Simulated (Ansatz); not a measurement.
# ZnS: Born charges and dielectric tensor with LDA

**What was measured.**

From “Electronic, vibrational, and thermodynamic properties of ZnS (zincblende and rocksalt structure)”, 2009, arxiv:0911.5022, for a bulk crystal of ZnS at 19 K: band gap 3.85 eV (direct).

A printed reference work, monograph reports, for a bulk crystal of ZnS: high-frequency dielectric constant 5.14.

Crystal: ZnS.

```
Zn S
1.0
     0.00000    2.70200    2.70200
     2.70200    0.00000    2.70200
     2.70200    2.70200    0.00000
Zn S
1 1
Direct
  0.75000 0.75000 0.75000
  0.00000 0.00000 0.00000
```

- Program: Ansatz 0.2.0
- Task: Born charges and dielectric tensor
- Functional: LDA
- Potentials or basis: all-electron PAW datasets made for the crystal
- Cutoff: 310 eV (chosen from the basis error)
- k mesh: 9 × 9 × 9
- Occupations: fixed
- Spin: no spin polarisation

| Item | Value |
| --- | --- |
| Band gap on the k mesh | 1.86 eV, direct |
| Electronic dielectric tensor (diagonal) | 6.20 |
| Born charges (mean of the diagonal) | Zn +1.99; S -1.99 e |

Levels at points of the mesh, in eV from the valence-band top:
```csv
k point,band 6,band 7,band 8,band 9,band 10,band 11,band 12,band 13
"(0.00, 0.00, 0.00)",-6.00,0.00,0.00,0.00,1.86,6.22,6.22,6.22
```

Electronic dielectric tensor:
```
6.20 0.00 0.00
0.00 6.20 0.00
0.00 0.00 6.20
```

Born effective charge tensors (e):
atom 1, Zn
```
1.99 0.00 0.00
0.00 1.99 0.00
0.00 0.00 1.99
```
atom 2, S
```
-1.99  0.00  0.00
 0.00 -1.99  0.00
 0.00  0.00 -1.99
```

Wall time 51 s on 1 thread of Intel(R) Xeon(R) 6975P-C (Granite Rapids), with other jobs on the host, peak memory 1.1 GiB.

A measured gap of ZnS is 3.85 eV (direct; 19 K; quoted in “Electronic, vibrational, and thermodynamic properties of ZnS (zincblende and rocksalt structure)”, 2009, arxiv:0911.5022); the calculated 1.86 eV misses it by -1.99 eV. So large a miss can be the level of theory's own, or it may mean another phase, state or a wrong row. The value is that of LDA, without temperature or zero-point motion. Semilocal functionals fall short of measured gaps as a rule. A measured high-frequency dielectric constant of ZnS is 5.14 (a printed reference work, monograph); the calculated 6.20 misses it by +20.6 %.

Caveat: the program warned that the printed levels may be off, so bands, gaps and densities of states are rough.
